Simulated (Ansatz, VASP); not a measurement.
## Ta (Ta strained to the junction's net): VASP beside Ansatz

One calculation is typed for both programs; each brings its own data sets. How far apart do they land? The structure shown is the end of the Ansatz relaxation below.

Calculated with Ansatz 0.2.0; plane waves, with VASP 6.6.1 beside it; single point at PBE.

## Step 1: Set-up

Symmetry: I4/mmm, No. 139, tetragonal system. Conventional cell: a = 3.363 Å, b = 3.363 Å, c = 3.274 Å, α = 90.00°, β = 90.00°, γ = 90.00°. Ta has 8 Ta at 2.89 Å nearest.

## Step 2: Ansatz: relaxation, PBE

Ansatz runs on its default PAW (the set named soft_2) files.

This run makes the geometry at which the two programs are then compared.

File input.yaml:

```yaml
crystal:
  lattice:
    - [3.363, 0.0, 0.0]
    - [0.0, 3.363, 0.0]
    - [0.0, 0.0, 3.2729]
  atoms:
    - { symbol: Ta, position: [0.0, 0.0, 0.0] }
    - { symbol: Ta, position: [0.5, 0.5, 0.5] }
kpoints:
  mp_grid: { grid: [10, 10, 10] }
scf:
  occupations: { method: fermi_dirac, width: 0.1 }
  max_iter: 150
hamiltonian:
  xc: pbe
relax:
  f_tol: 0.01
  max_steps: 40
  cell: { fix: [a, b, angles] }
```

The run is started by

```bash
$ ansatz run input.yaml --threads 8 --pin off --max-ram 24576MiB --backend cpu --events-out ev --progress --plain --runs-dir out
```

Numbers of over 12 decimals in the logs are rounded to 6 here.

The program printed:

```text
Engine: ansatz 0.2.0, aarch64-unknown-linux-gnu
Pseudopotentials: kind: paw
Pseudopotential: Ta, paw, valence charge 13, recommended cutoff 420 eV (normal), Ta.paw.azcp
Functional definition: PBE
  parameter kappa = 0.804
  parameter beta = 0.066725
  exchange = pbe_x(kappa = kappa, mu = beta*pi^2/3)
  correlation = pbe_c(beta = beta)
Crystal: 2 atoms, lattice volume = 37.016 Å³
Basis set: ecut = 420 eV, 739 PW (Γ), exchange–correlation on 48×48×48 points (8 copies of the dense FFT grid, shifted against one another)
Bands: 17, of which v1, the nominal top of the filled ones, is band 13 counted from 1 (12 counted from 0)
Symmetry: 32 space group operations
Space group: I4/mmm (ITA 139), of the structure as read, at distance tolerance 3.3e-5 Å
k-points: 126 of 1000
Non-local potential: Ta, projectors of the file, l = 0: 3, l = 1: 2, l = 2: 2, l = 3: 1
PAW form: soft (Blöchl's): semilocal exchange-correlation on the pseudo side does not see the compensation charge
PAW one-centre angular grid: Ta, 590 points (default); XC on 64 Gauss nodes
Initial density: superposition of atomic densities (neutral atoms: chi_scale 0, normalization atom), corrected by the library's trained network
Initial wavefunctions: pseudopotential atomic-orbital guess
Functional: x = pbe(κ = 0.804, μ = 0.219515), c = pbe(β = 0.066725)
SCF iter   1: F=—  HF=-19864.536645 eV  |F-HF|=—  |Δ(HF+E_count)|=         —  Δρ=2.07e-3  dr2=4.61e-4  ethr=1.77e-3  ⟨swp⟩=5.0  Hψ=9407  notcnv=0
preconditioner: auto → none  [metal: Δε(μ)=0.010 eV  Ē_g=4.851 eV  σ=0.100 eV  W_gap=0.02  n_scr=6 (ndim 8)  ℏωp=19.3 eV  f_vac=0.000  D(μ)=2.69/eV (n_scr^D=26)  sad-step TF]
SCF iter   2: F=—  HF=-19864.537327 eV  |F-HF|=—  |Δ(HF+E_count)|=   6.81e-4  Δρ=1.19e-3  dr2=1.91e-4  ethr=1.77e-6  ⟨swp⟩=2.6  Hψ=4842  notcnv=0
SCF iter   3: F=—  HF=-19864.537515 eV  |F-HF|=—  |Δ(HF+E_count)|=   1.89e-4  Δρ=3.86e-4  dr2=3.90e-5  ethr=7.35e-7  ⟨swp⟩=2.9  Hψ=3814  notcnv=0
SCF iter   4: F=—  HF=-19864.537508 eV  |F-HF|=—  |Δ(HF+E_count)|=   7.69e-6  Δρ=1.69e-4  dr2=5.19e-6  ethr=1.50e-7  ⟨swp⟩=3.0  Hψ=3836  notcnv=0
SCF iter   5: F=—  HF=-19864.537506 eV  |F-HF|=—  |Δ(HF+E_count)|=   1.63e-6  Δρ=3.07e-5  dr2=1.09e-7  ethr=2.00e-8  ⟨swp⟩=2.1  Hψ=3525  notcnv=0
SCF iter   6: F=-19864.537506 eV  HF=-19864.537506 eV  |F-HF|=2.44e-10  |Δ(HF+E_count)|=   2.42e-8  Δρ=1.38e-6  dr2=3.49e-10  ethr=3.85e-10  ⟨swp⟩=4.0  Hψ=6668  notcnv=0
SCF 1 converged in 6 iterations: F = -19864.537506 eV  dr2 = 3.49e-10
  greatest PAW one-centre occupation: 0.999 electrons in one spin orbital (limit 2), on the Ta atom at site 1 (counted from 0), in its partial waves of l = 0
relax step   1: F+E_penalty+E_count = -19864.53750614 eV  Δ(F+E_penalty+E_count) = +0.000e0 eV  max|allowed force component| = 5.325e-30 eV/Å  Δτ_max = 0.0000 Å  P = -1.932 GPa  Ω = 37.016 Å³  fix = [a, b, alpha, beta, gamma]  reactions: a -2.944, b -2.944 GPa  (6 SCF iters, dr2 threshold 1.00e-7 eV, accepted)
[...]
relax step   2: F+E_penalty+E_count = -19864.53748192 eV  Δ(F+E_penalty+E_count) = +2.422e-5 eV  max|allowed force component| = 5.670e-31 eV/Å  Δτ_max = 0.0000 Å  P = -2.132 GPa  Ω = 37.054 Å³  energy of the carried Pulay correction = -1.309e-5 eV  fix = [a, b, alpha, beta, gamma]  (6 SCF iters, dr2 threshold 2.15e-8 eV, rejected (line search))
[...]
relax step   3: F+E_penalty+E_count = -19864.53750548 eV  Δ(F+E_penalty+E_count) = +6.670e-7 eV  max|allowed force component| = 1.307e-29 eV/Å  Δτ_max = 0.0000 Å  P = -1.999 GPa  Ω = 37.029 Å³  energy of the carried Pulay correction = -4.365e-6 eV  fix = [a, b, alpha, beta, gamma]  reactions: a -2.998, b -2.998 GPa  (8 SCF iters, accepted)
[...]
relax step   4: F+E_penalty+E_count = -19864.53751108 eV  Δ(F+E_penalty+E_count) = -5.606e-6 eV  max|allowed force component| = 6.409e-31 eV/Å  Δτ_max = 0.0000 Å  P = -1.998 GPa  Ω = 37.029 Å³  fix = [a, b, alpha, beta, gamma]  reactions: a -2.998, b -2.998 GPa  stress off target by 2.00e-4 GPa on what of the cell is left free  SCF on the basis re-selected at this cell (its energy is not comparable with the rows above)  (7 SCF iters)
basis re-selected at this cell: Δ(F+E_penalty+E_count) = -5.606e-6 eV, ΔP = +0.000 GPa vs the last step (what re-selecting the basis moved, of the pressure what is left beyond the Pulay correction that the steps carried, after the strain that the cell walked since its last selection, with what the two solves' SCF thresholds leave and, on support functions, any second-order correction that the steps lacked; it is no m [...]
SCF converged after 7 iterations
Free energy (F): -19864.537511 eV
Harris-Foulkes:  -19864.537511 eV  (|F-HF|=1.09e-11)
Internal energy: -19864.448645 eV  (E = F + TS)
E sigma→0 (E₀):  -19864.493078 eV
Entropy (-TS):   -0.088866 eV (-44.433 meV/atom)
Fermi energy:    18.080981 eV
--- Per-component energies (eV) ---
  E_band       = -222.177765
  E_kinetic    = 730.354828
  E_local      = -1126.398182  (includes V_loc(G=0)·N_el)
  E_nonlocal   = 29.152448
  E_hartree    = 388.866751
  E_xc         = -436.366541
  E_vxc        = -407.357264  (∫ρ·V_xc dr)
  E_paw        = -16793.029218  (= ΣΔE_a)
  E_vpaw       = -225.663371  (= ΣTr[D̂ρ^β])
  E_aug_tail   = 0.000274  (compensation charges beyond the density's cutoff)
  E_ewald      = -2657.029004
  E_smearing   = -0.088866  (= −TS)
  E_closure    = -0.000000  (closes the sum)
  Σ components = -19864.537511   (vs F -19864.537511, Δ=0.00e0)
--- Forces (eV/Å), atoms counted from 1 ---
  atom   1  Ta     0.00000000     0.00000000     0.00000000
  atom   2  Ta     0.00000000     0.00000000    -0.00000000
  max |Σ_I F_I| component: 8.87e-30 eV/Å
--- Stress (GPa, compression-positive) ---
       -2.997807      -0.000000       0.000000
       -0.000000      -2.997807       0.000000
        0.000000       0.000000       0.000200
  P = ⅓ Tr σ = -1.9985 GPa (-19.985 kbar)
--- Relaxed structure (3 steps of the walk, 2 accepted, 1 SCFs on fresh bases) ---
  F+E_penalty+E_count = -19864.53751108 eV   max|allowed force component| = 6.409e-31 eV/Å   (the final SCF, on the basis selected at the relaxed cell)
  cell:  # Å, volume = 37.0286 Å³
    - [3.363, 0, 0.0]
    - [0, 3.363, 0.0]
    - [0.0, 0.0, 3.274033]
  atoms:
    - { symbol: Ta, position: [0.0, 0.0, 0.0] }
    - { symbol: Ta, position: [0.5, 0.5, 0.5] }
```

## Step 3: VASP: single point, PBE

The same cell, functional, mesh and smearing now go to VASP, with its own data sets.

Lines of VASP's logs that name or quote its potential files are left out, and so is its time.

File INCAR:

```
SYSTEM = Ta
PREC = Accurate
ENCUT = 500
EDIFF = 1E-06
NELM = 120
ISMEAR = -1
SIGMA = 0.1
LREAL = .FALSE.
ALGO = Normal
GGA = PE
NBANDS = 17
LASPH = .TRUE.
LORBIT = 11
LWAVE = .FALSE.
LCHARG = .FALSE.
ISIF = 2
GGA_COMPAT = .FALSE.
```

File POSCAR:

```
Ta
1.0
    3.3630000000      0.0000000000      0.0000000000
    0.0000000000      3.3630000000      0.0000000000
    0.0000000000      0.0000000000      3.2740332051
Ta
2
Direct
    0.0000000000      0.0000000000      0.0000000000
    0.5000000000      0.5000000000      0.5000000000
```

File KPOINTS:

```
Automatic mesh
0
Gamma
10 10 10
0 0 0
```

PAW data sets: Ta_pv (PBE family, release 64).

The run is started by

```bash
$ mpirun -np 1 vasp_std
```

The program printed:

```text
[banner, memory and clock lines left out]
running    1 mpi-ranks, on    1 nodes
 distrk:  each k-point on    1 cores,    1 groups
 distr:  one band on    1 cores,    1 groups

 POSCAR found type information on POSCAR Ta
 POSCAR found :  1 types and       2 ions
 LDA part: xc-table for (Slater+PW92), standard interpolation
 POSCAR, INCAR and KPOINTS ok, starting setup
 FFT: planning ... GRIDC
 FFT: planning ... GRID_SOFT
 FFT: planning ... GRID
 WAVECAR not read
 entering main loop
       N       E                     dE             d eps       ncg     rms          rms(c)
DAV:   1     0.163229598357E+03    0.16323E+03   -0.12336E+04  4284   0.129E+03
DAV:   2    -0.208903163463E+02   -0.18412E+03   -0.18133E+03  5370   0.361E+02
DAV:   3    -0.245970690629E+02   -0.37068E+01   -0.36601E+01  5195   0.492E+01
DAV:   4    -0.246262844030E+02   -0.29215E-01   -0.29154E-01  5211   0.445E+00
DAV:   5    -0.246265226523E+02   -0.23825E-03   -0.23820E-03  5215   0.366E-01    0.182E+01
DAV:   6    -0.238840810468E+02    0.74244E+00   -0.83273E-01  4743   0.836E+00    0.879E+00
DAV:   7    -0.236637683134E+02    0.22031E+00   -0.70514E-01  5035   0.726E+00    0.519E-01
DAV:   8    -0.236616393227E+02    0.21290E-02   -0.12624E-02  4795   0.101E+00    0.180E-01
DAV:   9    -0.236615384715E+02    0.10085E-03   -0.46558E-04  5135   0.205E-01    0.395E-02
DAV:  10    -0.236615241545E+02    0.14317E-04   -0.30798E-05  5239   0.560E-02    0.144E-02
DAV:  11    -0.236615235389E+02    0.61554E-06   -0.34623E-06  4423   0.178E-02
   1 F= -.23661524E+02 E0= -.23617052E+02  d E =-.889423E-01
```

From OUTCAR (step 3):

```text
ion  position               nearest neighbor table
   1  0.000  0.000  0.000-   2 2.89   2 2.89   2 2.89   2 2.89   2 2.89   2 2.89   2 2.89   2 2.89

  LATTYP: Found a simple tetragonal cell.
 ALAT       =     3.3630000000
 C/A-ratio  =     0.9735454074

 Subroutine GETGRP returns: Found 16 space group operations
 (whereof 16 operations were pure point group operations)

The static configuration has the point symmetry D_4h.

 Found    126 irreducible k-points:

   k-points           NKPTS =    126   k-points in BZ     NKDIM =    126   number of bands    NBANDS=     17

   dimension x,y,z NGX =    28 NGY =   28 NGZ =   24
   dimension x,y,z NGXF=    56 NGYF=   56 NGZF=   48

   ENCUT  =  500.0 eV  36.75 Ry    6.06 a.u.   6.13  6.13  5.97*2*pi/ulx,y,z

   NELECT =      22.0000    total number of electrons

 k-points in reciprocal lattice and weights: Automatic mesh
   0.00000000  0.00000000  0.00000000       0.001
   0.10000000  0.00000000  0.00000000       0.004
   0.20000000  0.00000000  0.00000000       0.004
   0.30000000  0.00000000  0.00000000       0.004
   0.40000000  0.00000000  0.00000000       0.004
   0.50000000  0.00000000  0.00000000       0.002
   0.10000000  0.10000000  0.00000000       0.004
   0.20000000  0.10000000  0.00000000       0.008
   0.30000000  0.10000000  0.00000000       0.008
[...]
0.50000000  0.40000000  0.50000000       0.004
   0.50000000  0.50000000  0.50000000       0.001

 average (electrostatic) potential at core
       1 -36.7562       2 -36.7562

 E-fermi :   5.2807

 k-point     1 :       0.0000    0.0000    0.0000
  band No.  band energies     occupation
    ...
      5     -27.9204      2.00000
      6     -27.9128      2.00000
      7      -2.5442      2.00000
      8       1.5866      2.00000
      9       1.6612      2.00000
     10       5.7813      0.01331
     11       6.1162      0.00047
     12       6.1162      0.00047
     13       8.9380      0.00000
     14       9.3956      0.00000
    ...

 k-point     2 :       0.1000    0.0000    0.0000
  band No.  band energies     occupation
    ...
      5     -27.9387      2.00000
      6     -27.9296      2.00000
      7      -2.3317      2.00000
      8       1.7296      2.00000
      9       1.7852      2.00000
     10       5.7621      0.01610
     11       6.0932      0.00059
     12       6.2165      0.00017
     13       8.6519      0.00000
     14       9.4385      0.00000
    ...

 k-point     3 :       0.2000    0.0000    0.0000
  band No.  band energies     occupation
    ...
      5     -27.9920      2.00000
      6     -27.9786      2.00000
      7      -1.7189      2.00000
      8       2.0924      2.00000
      9       2.1414      2.00000
     10       5.7388      0.02028
     11       6.0594      0.00083
     12       6.5142      0.00001
     13       7.7930      0.00000
     14       9.3132      0.00000
    ...

  Total       -0.6740370     -0.6740370      0.0166282      0.0000000      0.0000000      0.0000000
  in kB      -29.1646991    -29.1646991      0.7194809      0.0000000      0.0000000      0.0000000
  external PRESSURE =     -19.2033058 kB  Pullay stress =       0.0000000 kB

  energy-cutoff  :      500.00
  volume of cell :       37.03
      direct lattice vectors                 reciprocal lattice vectors
     3.363000000  0.000000000  0.000000000     0.297353553  0.000000000  0.000000000
     0.000000000  3.363000000  0.000000000     0.000000000  0.297353553  0.000000000
     0.000000000  0.000000000  3.274033205     0.000000000  0.000000000  0.305433677

 POSITION                                       TOTAL-FORCE (eV/Angst)
 -----------------------------------------------------------------------------------
      0.00000      0.00000      0.00000         0.000000      0.000000     -0.000000
      1.68150      1.68150      1.63702        -0.000000     -0.000000      0.000000
 -----------------------------------------------------------------------------------
    total drift:                                0.000000      0.000000      0.000000

  FREE ENERGIE OF THE ION-ELECTRON SYSTEM (eV)
  ---------------------------------------------------
  free  energy   TOTEN  =       -23.6615235389 eV

  energy  without entropy=      -23.5725812224  energy(sigma->0) =      -23.61705238

 total charge
# of ion       s       p       d       tot
------------------------------------------
    1        0.365   6.165   2.352   8.882
    2        0.365   6.165   2.352   8.882
--------------------------------------------------
tot          0.731  12.329   4.704  17.764

[... 3 further parts left out ...]
```

The run ends at a pressure of -1.92 GPa.

## Step 4: Comparison

Known differences besides the potentials themselves: the data sets hold 26 valence electrons in Ansatz (on its default PAW (the set named soft_2) files) and 22 in VASP; the cutoff is 420 eV in Ansatz and 500 eV in VASP; Ansatz's pressure holds a Pulay correction, VASP's none. Total energies have different zeros and are not compared.

The two programs side by side:

```
      quantity  Ansatz   VASP  difference
pressure (GPa)   -2.00  -1.92       -0.08
```

## Step 5: Outcome

```json
{
 "difference in pressure (single point, PBE)": "-0.078 GPa"
}
```

What this shows: The difference in pressure is -0.078 GPa (single point, PBE), within the 1 GPa picked in this series as the mark of a large difference. The data sets hold unlike numbers of valence electrons (26 in Ansatz and 22 in VASP), so part of the differences comes from the potentials. How closely two codes agree says nothing of how well the functional describes the real material.

[Lines on the potential files, build, host, timing and source positions are cut from VASP's logs without a mark.]

[Logs are printed without paths, hosts, clocks, repeated set-up lines and the standing remarks that a program may print on its own settings, such as how far it seeks lower states.]

[Hosts, paths, dates, database ids (printed as entryN), source tags and the programs' standing remarks are cut or masked in the printed files.]
